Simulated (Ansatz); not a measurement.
## GaS: field gradients at two levels of theory

Cell: a COD entry whose atoms were relaxed with PBE, the cell held.

Space group P6_3/mmc (No. 194); a = 3.5850, c = 15.5000 Å, γ = 120.00°.

```csv
site,Wyckoff,site symmetry,x,y,z
Ga,4f,3m.,0.3333,0.6667,0.1710
S,4f,3m.,0.3333,0.6667,0.6008
```

One atom of each set is listed.

First run. All values are calculated (Ansatz; DFT, PBE, plane waves and PAW, scalar-relativistic, 420 eV cutoff, Γ-centred 14×14×3 k-points, Fermi–Dirac smearing 0.02 eV), not measured.

```json
{"site": "Ga", "V_zz (10²¹ V/m²)": "-7.81", "η": "0.00"}
{"site": "S", "V_zz (10²¹ V/m²)": "-5.58", "η": "0.00"}
```

Second run. The same atoms and settings, except that spin–orbit coupling is included (fully relativistic PAW files).

(1) What does the second run give?

Answers

(1) 

```json
{"site": "Ga", "V_zz": "-7.80", "η": "0.00", "change of V_zz": "+0.01"}
{"site": "S", "V_zz": "-5.58", "η": "0.00", "change of V_zz": "0.00"}
```

No V_zz moves by more than 0.01.
